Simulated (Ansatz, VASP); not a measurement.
Zn in VASP and in Ansatz

```
Zn
1.0
     2.57097    0.00000    0.00000
    -1.28549    2.22653    0.00000
     0.00000    0.00000    4.73619
Zn
2
Cartesian
  0.0000 1.4844 1.1840
  1.2855 0.7422 3.5521
```

Alike in both runs: task single point; functional LDA; k mesh 14 × 14 × 7; occupations fermi-dirac, width 0.6 eV; no spin polarisation.

```csv
,VASP,Ansatz
version,VASP 6.6.1,Ansatz 0.2.0
potentials or method,"VASP PAW LDA potentials, release 64 (Zn)","plane waves (420 eV) with PAW, scalar-relativistic"
plane-wave cutoff (eV),520,420
valence electrons in the cell,24,24
```

Ansatz gave:

| Property | Result |
| --- | --- |
| pressure (GPa) | 2.0 |
| largest component of the traceless stress (GPa) | 1.00 |

Problem. Which values does VASP return?

Solution. Pressure (GPa): 2.7; largest component of the traceless stress (GPa): 1.20.

Ansatz warned: «pseudo_functional_mismatch».
